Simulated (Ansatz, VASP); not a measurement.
This is a calculation of SnO2 (Cassiterite) for VASP 6.6.1. 

Contents of INCAR:

```
SYSTEM = SnO2
ALGO = Normal ; EDIFF = 1E-6
EDIFFG = -0.01 ; ENCUT = 600
GGA = RE ; IBRION = 2
ISIF = 3 ; ISMEAR = -1
IVDW = 13 ; LASPH = .True.
LCHARG = .False. ; LREAL = .False.
LWAVE = .False. ; NELM = 80
NSW = 40 ; PREC = Accurate
SIGMA = 0.05
```

The input KPOINTS:

```
k-points
0
Gamma
  6 6 8
  0 0 0
```

POSCAR

```
SnO2
1.0
    4.7380000000      0.0000000000      0.0000000000
    0.0000000000      4.7380000000      0.0000000000
    0.0000000000      0.0000000000      3.1865000000
Sn O
2 4
Direct
    0.5000000000      0.5000000000      0.5000000000
    0.0000000000      0.0000000000      0.0000000000
    0.8071000000      0.1929000000      0.5000000000
    0.6929000000      0.6929000000      0.0000000000
    0.1929000000      0.8071000000      0.5000000000
    0.3071000000      0.3071000000      0.0000000000
```

Potentials or basis: VASP PAW PBE potentials, release 64 (Sn_d, O).

Run with:

```bash
$ cat potpaw_PBE.64/Sn_d/POTCAR potpaw_PBE.64/O/POTCAR > POTCAR
$ mpirun -np 1 vasp_std > vasp.out
```

Problem. What does the same run look like in Ansatz 0.2.0? Potentials or basis there: Ansatz PAW, cutoff 420 eV.

Solution. As run (cutoffs and basis follow the program's own potentials, and thresholds, step limits or extra output files can differ):

input.yaml

```yaml
crystal:
  lattice:
    - [4.738, 0.0, 0.0]
    - [0.0, 4.738, 0.0]
    - [0.0, 0.0, 3.1865]
  atoms:
    - { symbol: Sn, position: [0.5, 0.5, 0.5] }
    - { symbol: Sn, position: [0.0, 0.0, 0.0] }
    - { symbol: O, position: [0.8071, 0.1929, 0.5] }
    - { symbol: O, position: [0.6929, 0.6929, 0.0] }
    - { symbol: O, position: [0.1929, 0.8071, 0.5] }
    - { symbol: O, position: [0.3071, 0.3071, 0.0] }
hamiltonian:
  xc: revpbe
  pseudopotentials: { kind: paw }
  dispersion: d4
kpoints:
  mp_grid: { grid: [6, 6, 8] }
scf:
  occupations: { method: fermi_dirac, width: 0.05 }
output:
  forces: true
  stress: true
relax:
  f_tol: 0.01
  max_steps: 40
  cell: { stress_tol: 0.05 }
```

Potentials or basis: Ansatz PAW.

The run is started by

```sh
$ ansatz run input.yaml --threads 2 --pin off --max-ram 5120MiB --backend cpu --events-out ev --progress --plain --runs-dir out
```

Both were run:

|  | VASP | Ansatz |
| --- | --- | --- |
| Relaxed volume | 12.31 Å³/atom | 12.29 Å³/atom |
| Relaxed cell | a = 4.780 Å, b = 4.780 Å, c = 3.233 Å, α = 90.00°, β = 90.00°, γ = 90.00° | a = 4.778 Å, b = 4.778 Å, c = 3.229 Å, α = 90.00°, β = 90.00°, γ = 90.00° |
| Space group after relaxing | P4_2/mnm (No. 136) | P4_2/mnm (No. 136) |
| Pressure after relaxing | 0.1 GPa | 0.0 GPa |

Ansatz's pressure holds a Pulay term of +0.75 GPa for its cutoff of 420 eV, which the other run lacks.

VASP's potentials were made for PBE. Ansatz's potentials were made for PBE.

Where Ansatz's input types no cutoff or centring, it takes its own default and a Γ-centred mesh.

Pressure is positive in compression.
